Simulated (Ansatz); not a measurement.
Wanted: the native input for an Ansatz 0.2.0 run.

```yaml
Task: relaxation of cell and atoms
Functional: PBEsol
Potentials_or_basis: all-electron LAPW, scalar-relativistic
Basis_error_allowed: 0.001 eV/atom
k_mesh: 10 × 10 × 10
Occupations: fermi-dirac, width 0.05 eV
Spin: no spin polarisation
Target_pressure: 10 GPa
```

The system is BAs.

```
As B
1.0
     0.00000    2.38850    2.38850
     2.38850    0.00000    2.38850
     2.38850    2.38850    0.00000
As B
1 1
Direct
  0.75000 0.75000 0.75000
  0.00000 0.00000 0.00000
```

These files were run (other wordings do the same):

input.yaml

```yaml
crystal:
  lattice:
    - [0.0, 2.3885, 2.3885]
    - [2.3885, 0.0, 2.3885]
    - [2.3885, 2.3885, 0.0]
  atoms:
    - { symbol: As, position: [0.75, 0.75, 0.75] }
    - { symbol: B, position: [0.0, 0.0, 0.0] }
kpoints:
  mp_grid: { grid: [10, 10, 10] }
scf:
  occupations: { method: fermi_dirac, width: 0.05 }
hamiltonian:
  xc: pbesol
  pseudopotentials: { kind: all_electron, lapw: { basis_error: 0.001 } }
output:
  forces: true
  stress: true
relax:
  f_tol: 0.005
  max_steps: 60
  cell: { p_target: 10 }
```

Potentials or basis: all-electron LAPW, scalar-relativistic.

Launch:

```bash
$ ansatz run input.yaml --threads 1 --pin off --max-ram 3072MiB --backend cpu --events-out ev --progress --plain --runs-dir out
```

Results of the run:

```json
{"Relaxed volume": "12.72 Å³/atom", "Relaxed cell": "a = 3.301 Å, b = 3.301 Å, c = 3.301 Å, α = 60.00°, β = 60.00°, γ = 60.00°", "Space group after relaxing (to 0.05 Å)": "F-43m (No. 216)", "Energy change on relaxing (the enthalpy is what falls)": "+24.2 meV/atom", "Ionic steps": "5", "Pressure after relaxing": "10.0 GPa", "Band gap on the k mesh": "1.02 eV"}
```

It took 31 s on 1 thread of AMD EPYC 7R43 64-Core Processor (Zen 3), on a shared host, peak memory 0.32 GiB.
